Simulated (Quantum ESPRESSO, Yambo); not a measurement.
# A GW chain in Yambo: GaP (F-43m), part 3 of 3

Aim: the G0W0 gap of GaP (F-43m) on PBE, step by step.

Quantum ESPRESSO 7.5 and Yambo 5.3.0; PBE and many-body steps on it, plane waves. Known limits of the many-body steps: not at the basis limit; exchange with frozen shells missing; no spin-orbit coupling; coarse k mesh.

So far. Step 3 (Bands along the symmetry lines): The gap is 1.593 eV, −0.060 eV from the run before at this level. Step 4 (Empty states on the mesh, 4×4×4 mesh, 100 bands): On this mesh the gap is 1.653 eV.

### 6. Screening and self-energy, 4×4×4 mesh, 100 bands, screening to 129.3 eV

Now the one-shot GW correction: screening in the RPA, then the self-energy of the levels asked for.

This step: G0W0 on PBE, plane waves, norm-conserving pseudopotentials.

gw1.in

```
HF_and_locXC
gw0
dyson
ppa
em1d
rim_cut
RandQpts= 1000000
RandGvec= 1 RL
EXXRLvcs= 72 Ry
VXCRLvcs= 288 Ry
Chimod= "HARTREE"
% BndsRnXp
 1 | 100 |
%
NGsBlkXp= 9.5 Ry
% LongDrXp
 1 | 1 | 1 |
%
% GbndRnge
 1 | 100 |
%
DysSolver= "n"
ExtendOut
PPAPntXp= 27.21138 eV
% QPkrange
 1 | 8 | 7 | 13 |
%
```

Launch:

```bash
$ OMP_NUM_THREADS=1 mpirun -n 8 yambo -F gw1.in -J gw1 -C gw1 > gw1.log
```

What it wrote:

```text
 Yambo, version 5.3.0

 [02] CORE Variables Setup
 =========================

  [... cell, symmetries and grids as in the set-up ...]

  [02.05] Energies & Occupations
  ==============================

  [X] === General ===
  [X] Electronic Temperature                        :  0.000000  0.000000 [eV K]
  [X] Bosonic    Temperature                        :  0.000000  0.000000 [eV K]
  [X] Finite Temperature mode                       : no
  [X] El. density                                   :  0.44466E+24 [cm-3]
  [X] Fermi Level                                   :  7.619617 [eV]

  [X] === Gaps and Widths ===
  [X] Conduction Band Min                           :  1.652583 [eV]
  [X] Valence Band Max                              :  0.000000 [eV]
  [X] Filled Bands                                  :   9
  [X] Empty Bands                                   :   10  100
  [X] Direct Gap                                    :  1.816924 [eV]
  [X] Direct Gap localized at k                     :  1
  [X] Indirect Gap                                  :  1.652583 [eV]
  [X] Indirect Gap between kpts                     :   1   7
  [X] Last valence band width                       :  3.419614 [eV]
  [X] 1st conduction band width                     :  3.049488 [eV]

 [03] Transferred momenta grid and indexing
 ==========================================

 IBZ Q-points                                      :   8
 BZ  Q-points                                      :   64

 K/Q-points units:
 rlu = crystal or reduced units; cc = cartesian coordinates; iku = interal k-units

 Q [1]          [rlu]:  0.000000  0.000000  0.000000
 Q [2]          [rlu]: -0.25926E-17 -0.25926E-17  0.25000
 Q [3]          [rlu]:  0.51853E-17  0.51853E-17 -0.50000
 Q [4]          [rlu]:  0.17252E-17  0.25000      0.25000
 Q [5]          [rlu]:  0.64517E-16  0.25000      0.50000
 Q [6]          [rlu]:  0.51853E-17  0.25000     -0.25000
 Q [7]          [rlu]: -0.34504E-17 -0.50000     -0.50000
 Q [8]          [rlu]:  0.250000 -0.500000 -0.250000

 [04] Coloumb potential Random Integration (RIM)
 ===============================================

  [04.01] RIM initialization
  ==========================

  * Diagonal components only detected *

  8 x (sBL volume)        :  0.113502 [a.u.]
  sBZ random points       :  1000000
  Points outside the sBZ  :   7987327
  RL volume               :  0.908017 [a.u.]
  Integrated volume       :  0.909458 [a.u.]

  [04.02] RIM integrals
  =====================

  Gamma point sphere radius             :  0.087825 [a.u.]
  Points outside the sphere             :   799513
  [Int_sBZ(q=0) 1/q^2]*(Vol_sBZ)^(-1/3) =:  7.764325
                                 should be <:  7.795600

  Summary of Coulomb integrals for non-metallic bands |Q|[au] RIM/Bare

  Q [1] 0.100000E-4 0.995988 * Q [2] 0.264147 1.066458
  Q [4] 0.305010 1.065091 * Q [6] 0.431350 1.027253
  Q [5] 0.505803 1.020682 * Q [3] 0.528294 1.017918
  Q [7] 0.610021 1.014689 * Q [8] 0.682024 1.011759

 [05] Dipoles
 ============

  [05.01] Setup: observables and procedures
  =========================================

 [06] Dynamic Dielectric Matrix (PPA)
 ====================================

 [SLK-Inversion]  Pools        :  2
 [SLK-Inversion]  BLACS grid   :  2  2

 [WR./gw1//ndb.pp]---------------------------------------------------------------
  Brillouin Zone Q/K grids (IBZ/BZ)                :    8   64    8   64
  RL vectors                                       :   3527 [WF]
  Coulomb cutoff potential                         : none
  Electronic Temperature                           :  0.000000 [K]
  Bosonic    Temperature                           :  0.000000 [K]
  PPA    diel. fun.  energies                      : Perdew, Burke & Ernzerhof(X)+Perdew, Burke & Ernzerhof(C)
  wavefunctions                                    : Perdew, Burke & Ernzerhof(X)+Perdew, Burke & Ernzerhof(C)
  Global Gauge                                     : length
  X matrix size                                    :  169
  X band range                                     :    1  100
  X e/h energy range                               : -1.000000 -1.000000 [eV]
  X Time ordering                                  : R
  X Hxc Kernel                                     : HARTREE
  X Drude frequency                                :  0.000000  0.000000
  X poles                                          :  100.0000 [o/o]
  RL vectors in the sum                            :   3527
  [r,Vnl] included                                 : yes
  Field direction                                  :  0.577350E-5  0.577350E-5  0.577350E-5
  BZ energy Double Grid                            : no
  BZ energy DbGd points                            : 0
  BZ Q point size factor                           : -1.000000
  X Optical Averaged directions                    : none

 [07] Local Exchange-Correlation + Non-Local Fock
 ================================================

 [VXC] Plane waves :  22419
 [EXS] Plane waves :  2837

 QP @ state[ 1 ] K range:   1   8
 QP @ state[ 1 ] b range:   7  13

 [xc] Functional : Perdew, Burke & Ernzerhof(X)+Perdew, Burke & Ernzerhof(C)
 [xc] LIBXC used to calculate xc functional
  PP Number of Atomic Species                      :  2
  NLCC RL compoments                               :  22419
  PP Number of Atomic Species                      :  2
  NLCC RL compoments                               :  22419

 [xc] E_xc :  -10.80912 [Ha]
      E_xc :  -21.61824 [Ry]

  Local XC kind (lXC) : Perdew, Burke & Ernzerhof(X)+Perdew, Burke & Ernzerhof(C)
  Non-Local XC kind (nlXC) : Hartree-Fock

  Corrections @ K [1] :  [eV]
 <7|nlXC|7> = -14.54338  0.13630E-16 <7|lXC|7> = -12.83810  0.94408E-16
 <8|nlXC|8> = -14.54336 -0.54435E-17 <8|lXC|8> = -12.83810 -0.18882E-15
 <9|nlXC|9> = -14.54324 -0.77661E-17 <9|lXC|9> = -12.83810 -0.56645E-15
 <10|nlXC|10> = -7.977675 -0.23809E-18 <10|lXC|10> = -12.30555  0.18882E-15
 <11|nlXC|11> = -6.839100  0.25337E-17 <11|lXC|11> = -10.86249 -0.18882E-15
 <12|nlXC|12> = -6.839046  0.25601E-17 <12|lXC|12> = -10.86249 -0.56645E-15
 <13|nlXC|13> = -6.838575  0.33570E-17 <13|lXC|13> = -10.86249  0.000000

  Corrections @ K [2] :  [eV]
 <7|nlXC|7> = -15.19671 -0.73807E-17 <7|lXC|7> = -12.02843  0.14161E-15
 <8|nlXC|8> = -14.50111 -0.42864E-17 <8|lXC|8> = -12.45750  0.000000
 <9|nlXC|9> = -14.50087  0.93495E-18 <9|lXC|9> = -12.45750  0.28323E-15
[...]
Corrections @ K [3] :  [eV]
[...]
Corrections @ K [4] :  [eV]
[...]
Corrections @ K [5] :  [eV]
[...]
[... 2 further k-points ...]
  Corrections @ K [8] :  [eV]
[...]
<9|nlXC|9> = -13.92670 -0.77496E-18 <9|lXC|9> = -10.76743 -0.59005E-17
 <10|nlXC|10> = -5.568465  0.68358E-18 <10|lXC|10> = -10.18464 -0.10142E-17
 <11|nlXC|11> = -7.022249  0.45813E-17 <11|lXC|11> = -12.16872  0.47204E-16
 <12|nlXC|12> = -5.623872  0.85661E-18 <12|lXC|12> = -10.57294  0.70806E-16
 <13|nlXC|13> = -5.396935  0.10932E-17 <13|lXC|13> = -10.08007  0.23602E-16

  [07.01] Hartree-Fock occupations report
  =======================================

  [Hartree-Fock] === General ===
  [Hartree-Fock] Electronic Temperature             :  0.000000  0.000000 [eV K]
  [Hartree-Fock] Bosonic    Temperature             :  0.000000  0.000000 [eV K]
  [Hartree-Fock] Finite Temperature mode            : no
  [Hartree-Fock] El. density                        :  0.44466E+24 [cm-3]
  [Hartree-Fock] Fermi Level                        :  7.619617 [eV]

  [Hartree-Fock] === Gaps and Widths ===
  [Hartree-Fock] Conduction Band Min                :  5.445412 [eV]
  [Hartree-Fock] Valence Band Max                   : -1.705135 [eV]
  [Hartree-Fock] Filled Bands                       :   9
  [Hartree-Fock] Empty Bands                        :   10  100
  [Hartree-Fock] Direct Gap                         :  7.849931 [eV]
  [Hartree-Fock] Direct Gap localized at k          :  1
  [Hartree-Fock] Indirect Gap                       :  7.150548 [eV]
  [Hartree-Fock] Indirect Gap between kpts          :   1   7
  [Hartree-Fock] Last valence band width            :  4.873743 [eV]
  [Hartree-Fock] 1st conduction band width          :  3.872832 [eV]

 [08] Dyson equation: Newton solver
 ==================================

  [08.01] G0W0 (W PPA)
  ====================

  [  GW  ] Bands range     :    1  100
  [GW/PPA] G damping       :  0.100000 [eV]

  QP @ state[ 1 ] K range:   1   8
  QP @ state[ 1 ] b range:   7  13

   Sc/G bands                                       :    1  100
   Sc/G damping                                     :  0.100000 ev
   Sc bands terminator                              : no
   Sx RL components                                 :  2837

   QP @ state[ 1 ] K range                          :   1   8
   QP @ state[ 1 ] b range                          :   7  13
   GF energies kind                                 : Perdew, Burke & Ernzerhof(X)+Perdew, Burke & Ernzerhof(C)
   GF WF`s kind                                     : Perdew, Burke & Ernzerhof(X)+Perdew, Burke & Ernzerhof(C)
   Xs energies kind                                 : Perdew, Burke & Ernzerhof(X)+Perdew, Burke & Ernzerhof(C)
   Xs WF`s kind                                     : Perdew, Burke & Ernzerhof(X)+Perdew, Burke & Ernzerhof(C)

 [11] Game Over & Game summary
```

Elapsed: 1.7 min, on 8 MPI ranks of Arm Neoverse V1, shared host; peak memory 2.8 GiB.

Numbers from this step:

```
G0W0 gap on the mesh                         : 2.150 eV
starting gap on the mesh                     : 1.653 eV
k of the valence top                         : 0, 0, 0
k of the conduction bottom                   : 0, -0.5, -0.5
least direct G0W0 gap on the computed points : 2.352 eV
Z at the valence top                         : 0.7859
Z at the conduction bottom                   : 0.8102
```

The gap on the mesh goes from 1.65 eV to 2.15 eV, a correction of +0.50 eV.

Limits: finite bands, cutoff and mesh; exchange with frozen shells missing; no spin-orbit coupling; coarse k mesh. v1 is the top filled band, c1 the lowest empty one. Levels before and after the correction, in eV, zero at the valence-band top of each column:

```csv
,conduction bottom,valence top
Kohn-Sham,1.65,0.00
G0W0,2.15,0.00
```

```csv
,level,energy (eV)
Kohn-Sham,Γ v3-v1,0.000
Kohn-Sham,Γ c1,1.817
Kohn-Sham,Γ c2-c4,3.887
Kohn-Sham,(0 -0.5 -0.5) v3,-6.755
Kohn-Sham,(0 -0.5 -0.5) v2-v1,-2.683
Kohn-Sham,(0 -0.5 -0.5) c1,1.653
Kohn-Sham,(0 -0.5 -0.5) c2,1.822
Kohn-Sham,(0 -0.5 -0.5) c3-c4,10.575
G0W0,Γ v3-v1,0.000
G0W0,Γ c1,2.352
G0W0,Γ c2-c4,4.340
G0W0,(0 -0.5 -0.5) v3,-7.094
G0W0,(0 -0.5 -0.5) v2-v1,-3.034
G0W0,(0 -0.5 -0.5) c1,2.150
G0W0,(0 -0.5 -0.5) c2,2.436
G0W0,(0 -0.5 -0.5) c3-c4,11.025
```

### 7. Where the time went

Times are wall times on the hardware named with each run, good to a factor of about two.

```csv
step,time,share,memory (GiB)
ground state,2.6 s,2 %,0.43
bands along the symmetry lines,2.8 s,2 %,0.4
empty states on the mesh,3.3 s,3 %,0.4
conversion and set-up,2.6 s,2 %,0.24
screening and self-energy,1.7 min,90 %,2.8
```

### 8. Outcome

```json
{
  "PBE gap": "1.59 eV, indirect",
  "G0W0 gap on the mesh": "2.15 eV",
  "G0W0 gap over the zone (rigid shift)": "2.09 eV",
  "GW settings": "4×4×4 mesh, 100 bands, screening to 129.3 eV, Godby-Needs plasmon pole",
  "known limits": "not at the basis limit; exchange with frozen shells missing; no spin-orbit coupling; coarse k mesh"
}
```

G0W0 moves the gap on the mesh from 1.65 eV to 2.15 eV (+0.50 eV), with Z of 0.79 and 0.81 at the edges. The mesh misses the band edges by 0.06 eV in all; a rigid shift gives 2.09 eV for the zone. The dearest step here is «screening and self-energy». Against experiment, by G0W0@PBE: the gap of 2.09 eV lies −0.16 eV from the measured 2.25 ± 0.04 eV (indirect, 300 K, on Si, 2020). The calculation has static nuclei and no excitons; a measured gap holds zero-point and thermal motion, which mostly lowers it. Bands and cutoff are finite, so the gap is not at the basis limit. The miss can reach some tenths of an eV and take either sign; the mesh is an error of its own. A denser mesh or path gives a starting gap of 1.59 eV: the GW mesh misses a band edge, so its gaps are not the fundamental one. The 4×4×4 mesh is coarse for this cell, which bears on the long-range parts of exchange and screening. The norm-conserving file of at least one element keeps a d shell over frozen s and p shells of the same row. Exchange with those shells is missing from the self-energy, an error of 0.3 to 0.9 eV in cases checked, whose sign depends on which edge lies on those atoms. The many-body steps are scalar-relativistic: spin-orbit coupling is not in them.

[Paths, hosts, dates, memory and timing lines, banners, echoed tables and standing remarks are left out of the program output.]

[Logs are printed without paths, hosts, clocks, repeated set-up lines and the standing remarks that a program may print on its own settings, such as how far it seeks lower states.]

[Runs of the session that timed out or met a known fault of the program may be left out.]

[Hosts, paths, dates, database ids (printed as entryN), source tags and the programs' standing remarks are cut or masked in the printed files.]
